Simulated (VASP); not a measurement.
The system is Cd.

```
Cd
1.0
    -1.78432    1.78432    1.78432
     1.78432   -1.78432    1.78432
     1.78432    1.78432   -1.78432
Cd
1
Direct
  0.00000 0.00000 0.00000
```

This isn't the form of Cd at room conditions, which is hcp.

* Program: VASP 6.6.1
* Task: relaxation of cell and atoms
* Functional: PW91
* Potentials or basis: VASP PAW PBE potentials, release 64 (Cd)
* Cutoff: 600 eV
* k mesh: 10 × 10 × 10
* Occupations: fermi-dirac, width 0.05 eV
* Spin: no spin polarisation

At the start: pressure 1.3 GPa; volume 22.72 Å³/atom.

Q: How do energy, volume and symmetry change on relaxing?

A: Over 3 steps the energy falls by 3.1 meV/atom and the volume is 23.51 Å³/atom (+3.5 %); space group Im-3m (No. 229, to 0.05 Å).

The path:
```
step  energy change (eV)  largest force (eV/Å)  pressure (GPa)  volume (Å³)
   1              0.0000                0.0000            1.30        22.72
   2             -0.0030                0.0000            0.28        23.33
   3             -0.0031                0.0000            0.01        23.51
```

Final structure:
```
CELL_PARAMETERS angstrom
-1.80478 1.80478 1.80478
1.80478 -1.80478 1.80478
1.80478 1.80478 -1.80478
ATOMIC_POSITIONS crystal
Cd 0.00000 0.00000 0.00000
```

Caveat: the PAW data sets were made with another functional, which shifts forces and pressure a little.
